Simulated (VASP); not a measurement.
# PtSe2 in VASP: relaxation of cell and atoms with revPBE+D3(BJ)

Aim: the relaxation of cell and atoms of PtSe2 with revPBE+D3(BJ).

Everything below comes from runs of VASP 6.6.1. Logs are shortened: lines on timing, memory, paths and dates and some standing lists are left out, and cuts for length are marked.

## (1) The structure

The cell holds a sheet with vacuum, 3 atoms: a = 3.730 Å, b = 3.730 Å, c = 18.620 Å, α = 90.00°, β = 90.00°, γ = 120.00°.

The cell was built by a generator and needn't be a form met in nature.

## (2) Relaxation of cell and atoms, revPBE+D3(BJ)

INCAR

```
PREC     = Accurate       # precision mode
ENCUT    = 600            # plane-wave cutoff, eV
EDIFF    = 1E-7           # SCF threshold, eV
ISMEAR   = 0              # smearing method
SIGMA    = 0.03           # smearing width, eV
LREAL    = False          # projectors in reciprocal space
LASPH    = True           # aspherical terms in the spheres
NELM     = 120            # most SCF steps
ALGO     = Fast           # electronic algorithm
ISIF     = 3              # what is computed and relaxed
LWAVE    = False          # write WAVECAR
LCHARG   = False          # write CHGCAR
GGA      = RE             # functional
IVDW     = 12             # dispersion correction
IBRION   = 2              # ionic algorithm
NSW      = 40             # ionic steps
EDIFFG   = -0.005         # ionic threshold
LATTICE_CONSTRAINTS= .TRUE. .TRUE. .FALSE.
KPAR     = 2
```

KPOINTS

```
Automatic mesh
0
Gamma
  12 12 1
```

POSCAR

```
PtSe2
1.0
    3.7300000000      0.0000000000      0.0000000000
   -1.8650000000      3.2302747600      0.0000000000
    0.0000000000      0.0000000000     18.6200000000
Se Pt
2 1
Direct
    0.3333330000      0.6666670000      0.4296455400
    0.6666670000      0.3333330000      0.5703544600
    0.0000000000      0.0000000000      0.5000000000
```

Potentials or basis: VASP PAW PBE potentials, release 64 (Se, Pt).

Started as:

```console
$ cat potpaw_PBE.64/Se/POTCAR potpaw_PBE.64/Pt/POTCAR > POTCAR
$ mpirun -np 2 vasp_std > vasp.out
```

OUTCAR:

```text
PREC = Accurate
   ENCUT = 600
   EDIFF = 1E-7
   ISMEAR = 0
   LREAL = False
   LASPH = True
   NELM = 120
   ISIF = 3
   GGA = RE
   IVDW = 12
   IBRION = 2
   NSW = 40
   EDIFFG = -0.005
 IVDW          = 12

 ion  position               nearest neighbor table
   1  0.333  0.667  0.430-   3 2.52   3 2.52   3 2.52
   2  0.667  0.333  0.570-   3 2.52   3 2.52   3 2.52
   3  0.000  0.000  0.500-   1 2.52   2 2.52   2 2.52   1 2.52   2 2.52   1 2.52

  LATTYP: Found a hexagonal cell.
 ALAT       =     3.7300000000
 C/A-ratio  =     4.9919571046

  Lattice vectors:

 A1 = (   3.7300000000,   0.0000000000,   0.0000000000)
 A2 = (  -1.8650000000,   3.2302747600,   0.0000000000)
 A3 = (   0.0000000000,   0.0000000000,  18.6200000000)

Analysis of symmetry for initial positions (statically):
=====================================================================
 Subroutine PRICEL returns:
 Original cell was already a primitive cell.

 Routine SETGRP: Setting up the symmetry group for a
 hexagonal supercell.

 Subroutine GETGRP returns: Found 12 space group operations
 (whereof 12 operations were pure point group operations)
 out of a pool of 24 trial point group operations.

The static configuration has the point symmetry D_3d.

Analysis of symmetry for dynamics (positions and initial velocities):
=====================================================================
 Subroutine PRICEL returns:
 Original cell was already a primitive cell.

 Routine SETGRP: Setting up the symmetry group for a
 hexagonal supercell.

 Subroutine GETGRP returns: Found 12 space group operations
 (whereof 12 operations were pure point group operations)
 out of a pool of 24 trial point group operations.

The dynamic configuration has the point symmetry D_3d.

 Subroutine INISYM returns: Found 12 space group operations
 (whereof 12 operations are pure point group operations),
 and found     1 'primitive' translations

----------------------------------------------------------------------------------------

                                     Primitive cell

  volume of cell :     224.3510

  direct lattice vectors                    reciprocal lattice vectors
     3.730000000  0.000000000  0.000000000     0.268096515  0.154785595  0.000000000
    -1.865000000  3.230274760  0.000000000     0.000000000  0.309571190  0.000000000
     0.000000000  0.000000000 18.620000000     0.000000000  0.000000000  0.053705693

  length of vectors
     3.730000000  3.730000003 18.620000000     0.309571190  0.309571190  0.053705693

  position of ions in fractional coordinates (direct lattice)
     0.333333000  0.666667000  0.429645540
     0.666667000  0.333333000  0.570354460
     0.000000000  0.000000000  0.500000000

  ion indices of the primitive-cell ions
   primitive index   ion index
                 1           1
                 2           2
                 3           3

----------------------------------------------------------------------------------------

 KPOINTS: Automatic mesh

Automatic generation of k-mesh.
 Grid dimensions read from file:
 generate k-points for:   12   12    1

 Generating k-lattice:

  Cartesian coordinates                     Fractional coordinates (reciprocal lattice)
     0.022341376  0.012898800  0.000000000     0.083333333  0.000000000  0.000000000
     0.000000000  0.025797599  0.000000000     0.000000000  0.083333333  0.000000000
     0.000000000  0.000000000  0.053705693     0.000000000  0.000000000  1.000000000

  Length of vectors
     0.025797599  0.025797599  0.053705693

  Shift w.r.t. Gamma in fractional coordinates (k-lattice)
     0.000000000  0.000000000  0.000000000

 Subroutine IBZKPT returns following result:
 ===========================================

 Found     19 irreducible k-points:

 Following reciprocal coordinates:
            Coordinates               Weight
  0.000000  0.000000  0.000000      1.000000
  0.083333  0.000000  0.000000      6.000000
  0.166667 -0.000000  0.000000      6.000000
  0.250000  0.000000  0.000000      6.000000
  0.333333 -0.000000  0.000000      6.000000
  0.416667 -0.000000  0.000000      6.000000
[... 11 lines left out ...]
  0.333333  0.250000  0.000000     12.000000
  0.333333  0.333333  0.000000      2.000000
   k-points           NKPTS =     19   k-points in BZ     NKDIM =     19   number of bands    NBANDS=     15
   number of dos      NEDOS =    301   number of ions     NIONS =      3
   total plane-waves  NPLWV = 135000
   dimension x,y,z NGX =    30 NGY =   30 NGZ =  150
   dimension x,y,z NGXF=    60 NGYF=   60 NGZF=  300
   ions per type =               2   1
   NGX,Y,Z   is equivalent  to a cutoff of  13.37, 13.37, 13.39 a.u.
   NGXF,Y,Z  is equivalent  to a cutoff of  26.74, 26.74, 26.79 a.u.
 SYSTEM =  unknown system
   PREC   = accura    normal or accurate (medium, high low for compatibility)
   ISTART =      0    job   : 0-new  1-cont  2-samecut
   ICHARG =      2    charge: 1-file 2-atom 10-const
   ISPIN  =      1    spin polarized calculation?
   LNONCOLLINEAR =      F non collinear calculations
   LSORBIT =      F    spin-orbit coupling
   LASPH  =      T    aspherical Exc in radial PAW
   ENCUT  =  600.0 eV  44.10 Ry    6.64 a.u.   7.45  7.45 37.19*2*pi/ulx,y,z
   NELM   =    120;   NELMIN=  2; NELMDL= -5     # of ELM steps
   EDIFF  = 0.1E-06   stopping-criterion for ELM
   LREAL  =      F    real-space projection
   EDIFFG = -.5E-02   stopping-criterion for IOM
   NSW    =     40    number of steps for IOM
   IBRION =      2    ionic relax: 0-MD 1-quasi-New 2-CG
   NFREE  =      1    steps in history (QN), initial steepest desc. (CG)
   ISIF   =      3    stress and relaxation
   ISYM   =      2    0-nonsym 1-usesym 2-fastsym
   POTIM  = 0.5000    time-step for ionic-motion
   TEBEG  =    0.0;   TEEND  =   0.0 temperature during run
   PSTRESS=    0.0 pullay stress
   NELECT =      22.0000    total number of electrons
   NUPDOWN=      -1.0000    fix difference up-down
   EMIN   =  10.00;   EMAX   =-10.00  energy-range for DOS
   EFERMI =   0.00;   METHOD = LEGACY
   ISMEAR =     0;   SIGMA  =   0.03  broadening in eV -4-tet -1-fermi 0-gaus
   EFERMI_NEDOS =   21; number of points for ismear=-14 and -15
   IALGO  =     68    algorithm
   IMIX   =      4    mixing-type and parameters
     AMIX     =   0.40;   BMIX     =  1.00
     AMIX_MAG =   1.60;   BMIX_MAG =  1.00
  volume/ion in A,a.u.               =      74.78       504.67
  Fermi-wavevector in a.u.,A,eV,Ry     =   0.754930  1.426610  7.754213  0.569919
  Thomas-Fermi vector in A             =   1.852709
   LORBIT       =      0    0 simple, 1 ext, 2 COOP (PROOUT), +10 PAW based schemes
   GGA     = RE    functional components
   LHFCALC =     F    Hartree Fock is set to
   AEXX    =    0.0000 exact exchange contribution
   IVDW    =    12    specifies the selected vdW correction
   LEPSILON=     F    determine dielectric tensor
   LRPA    =     F    only Hartree local field effects (RPA)
 conjugate gradient relaxation of ions
 non-spin polarized calculation
 RMM-DIIS sequential band-by-band and
 Gauss-broadening in eV      SIGMA  =   0.03
  energy-cutoff  :      600.00
  volume of cell :      224.35
 maximum number of plane-waves:      7529
 NGX is ok and might be reduce to    30
   NGX = 15   NGY = 15   NGZ = 75

--------------------------------------- Ionic step        1  -------------------------------------------

 number of electron      22.0000000 magnetization

 Free energy of the ion-electron system (eV)
  ---------------------------------------------------
  ext. energy  EPLUGINS =         0.00000000
  ---------------------------------------------------
  free energy    TOTEN  =       -13.26641573 eV

  energy without entropy =      -13.26641573  energy(sigma->0) =      -13.26641573

------------------------ aborting loop because EDIFF is reached ----------------------------------------

 Edisp (eV)   -1.78142

 E8    (eV) :    -1.2839

  FORCE on cell =-STRESS in cart. coord.  units (eV):
  Direction    XX          YY          ZZ          XY          YZ          ZX
  --------------------------------------------------------------------------------------
  -------------------------------------------------------------------------------------
  Total      -0.64319    -0.64319     0.18155     0.00000     0.00000     0.00000
  in kB      -4.59328    -4.59328     1.29653     0.00000     0.00000     0.00000
  external pressure =       -2.63 kB  Pullay stress =        0.00 kB

 VOLUME and BASIS-vectors are now :
 -----------------------------------------------------------------------------
  energy-cutoff  :      600.00
  volume of cell :      224.35
      direct lattice vectors                 reciprocal lattice vectors
     3.730000000  0.000000000  0.000000000     0.268096515  0.154785595  0.000000000
    -1.865000000  3.230274760  0.000000000     0.000000000  0.309571190  0.000000000
     0.000000000  0.000000000 18.620000000     0.000000000  0.000000000  0.053705693
[... 165 lines left out ...]
 POSITION                                       TOTAL-FORCE (eV/Angst)
 -----------------------------------------------------------------------------------
     -0.00000      2.12796      7.96799         0.000000     -0.000000      0.014495
      1.84287      1.06398     10.65201        -0.000000      0.000000     -0.014495
     -1.84287      3.19194      9.31000         0.000000      0.000000      0.000000
 -----------------------------------------------------------------------------------
    total drift:                                0.000000      0.000000      0.000000

  FREE ENERGIE OF THE ION-ELECTRON SYSTEM (eV)
  ---------------------------------------------------
  free  energy   TOTEN  =       -15.0573916749 eV

  energy  without entropy=      -15.0573916749  energy(sigma->0) =      -15.05739167

--------------------------------------- Ionic step        6  -------------------------------------------

 number of electron      21.9999997 magnetization

 Free energy of the ion-electron system (eV)
  ---------------------------------------------------
  ext. energy  EPLUGINS =         0.00000000
  ---------------------------------------------------
  free energy    TOTEN  =       -13.24238850 eV

  energy without entropy =      -13.24238850  energy(sigma->0) =      -13.24238850

 E-fermi :  -2.2508     XC(G=0):  -3.6354

 val. band max:       -2.4393526909   @ k =   0.0833   0.0000   0.0000
 cond. band min:      -1.0659250943   @ k =   0.2500   0.0000   0.0000
 fundamental gap:      1.3734275966
 Fermi energy:        -2.2508389340

 k-point     1 :       0.0000    0.0000    0.0000
  band No.  band energies     occupation
      1     -16.5133      2.00000
      2     -14.7830      2.00000
      3      -7.6792      2.00000
      4      -7.5427      2.00000
      5      -7.5427      2.00000
      6      -5.3677      2.00000
      7      -5.3677      2.00000
      8      -3.8309      2.00000
      9      -3.1816      2.00000
     10      -2.4439      2.00000
     11      -2.4439      2.00000
     12       0.4890      0.00000
     13       0.4890      0.00000
     14       2.0392      0.00000
     15       2.6812      0.00000
[... 348 lines left out ...]
 POSITION                                       TOTAL-FORCE (eV/Angst)
 -----------------------------------------------------------------------------------
     -0.00000      2.12883      7.97016         0.000000     -0.000000     -0.001630
      1.84362      1.06441     10.64984        -0.000000      0.000000      0.001630
      0.00000      0.00000      9.31000        -0.000000      0.000000      0.000000
 -----------------------------------------------------------------------------------
    total drift:                                0.000000      0.000000      0.000000

  FREE ENERGIE OF THE ION-ELECTRON SYSTEM (eV)
  ---------------------------------------------------
  free  energy   TOTEN  =       -15.0574260942 eV

  energy  without entropy=      -15.0574260942  energy(sigma->0) =      -15.05742609

 reached required accuracy - stopping structural energy minimisation
```

Wall time 4.5 min (2 MPI ranks of Intel Xeon Platinum 8259CL at 2.50GHz (Skylake/Cascade Lake), shared host); peak memory 0.44 GiB.

What came out:

| Quantity | Value |
| --- | --- |
| Free energy | -15.0574 eV |
| Relaxed volume | 73.08 Å³/atom |
| Relaxed cell | a = 3.687 Å, b = 3.687 Å, c = 18.620 Å, α = 90.00°, β = 90.00°, γ = 120.00° |
| Space group after relaxing (to 0.05 Å) | P-3m1 (No. 164) |
| Energy gained by relaxing | 3.2 meV/atom |
| Ionic steps | 6 |
| Band gap on the k mesh | 1.37 eV, indirect (least direct gap 1.68 eV) |
| Dispersion energy per atom | -0.605 eV |

The path:
```
step  energy change (eV)  largest force (eV/Å)  pressure (GPa)  volume (Å³)
   1              0.0000                0.0743           -0.26       224.35
   2             -0.0026                0.2922            0.44       219.73
   3             -0.0043                0.2064            0.16       221.50
   4             -0.0075                0.1296            0.10       220.66
   5             -0.0096                0.0145           -0.01       219.06
   6             -0.0096                0.0016            0.00       219.24
```

Final structure:
```xyz
3
Lattice="3.6872 0.0000 0.0000 -1.8436 3.1932 0.0000 0.0000 0.0000 18.6200" Properties=species:S:1:pos:R:3 pbc="T T T"
Se    0.0000    2.1288    7.9702
Se    1.8436    1.0644   10.6498
Pt    0.0000    0.0000    9.3100
```

Caveat: the PAW data sets were made with another functional, which shifts forces and pressure a little; spin-orbit coupling is left out, which moves the levels of the heavy elements. As with any semilocal functional, this revPBE gap is likely too small.
